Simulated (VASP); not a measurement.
Input of a VASP 6.6.1 run:

Contents of POSCAR:

```
SnO2
1.0
    1.6170930752      0.9336291223      4.8005925840
   -1.6170930752      0.9336291223      4.8005925840
    0.0000000000     -1.8672582446      4.8005925840
Sn O
1 2
Direct
    0.5000000000      0.5000000000      0.5000000000
    0.7628300000      0.7628300000      0.7628300000
    0.2371700000      0.2371700000      0.2371700000
```

File INCAR.step1:

```
  ALGO = Fast
  EDIFF = 1E-8
  ENCUT = 450
  GGA = PE
  ISMEAR = 0
  LASPH = T
  LCHARG = F
  LREAL = F
  LWAVE = T
  NELM = 80
  PREC = Accurate
  SIGMA = 0.01
```

Contents of INCAR.step2:

```
  ALGO = Exact
  EDIFF = 1E-8
  ENCUT = 450
  GGA = PE
  ISMEAR = 0
  ISTART = 1
  LASPH = T
  LCHARG = F
  LOPTICS = T
  LREAL = F
  LWAVE = T
  NBANDS = 70
  NELM = 1
  PREC = Accurate
  SIGMA = 0.01
```

INCAR.step3

```
  ALGO = EVGW
  EDIFF = 1E-8
  ENCUT = 450
  ENCUTGW = 100
  GGA = PE
  ISMEAR = 0
  ISTART = 1
  LASPH = T
  LCHARG = F
  LREAL = F
  LWAVE = F
  NBANDS = 70
  NBANDSGW = 21
  NELMGW = 4
  NOMEGA = 64
  PREC = Accurate
  PRECFOCK = Fast
  SIGMA = 0.01
```

KPOINTS

```
k-points
0
Gamma
  5 5 5
```

Potentials or basis: VASP PAW PBE potentials, release 64 (Sn_d_GW, O_GW).

Run with:

```console
$ cat potpaw_PBE.64/Sn_d_GW/POTCAR potpaw_PBE.64/O_GW/POTCAR > POTCAR
$ cp INCAR.step1 INCAR
$ mpirun -np 1 vasp_std > vasp.out
$ cp INCAR.step2 INCAR
$ mpirun -np 1 vasp_std > vasp.out
$ cp INCAR.step3 INCAR
$ mpirun -np 1 vasp_std > vasp.out
```

Problem. Estimate the quasiparticle gap.

Solution. 3.98 eV.

Problem. Estimate the least direct quasiparticle gap.

Solution. 4.10 eV.

Problem. Predict the band gap on the k mesh, mean-field level.

Solution. 1.91 eV, indirect (least direct gap 2.03 eV).

Quasiparticle gap after each update of the energies (eV): 3.26, 3.75, 3.92, 3.98

Caveat: the k mesh is coarse (spacing up to 0.46 Å⁻¹), so the values aren't converged; bands, screening cutoff and mesh are small and nothing is extrapolated, so the quasiparticle values aren't converged; spin-orbit coupling is left out, which moves the levels of the heavy elements; an odd mesh through Γ misses points on the zone boundary, where band edges often lie.
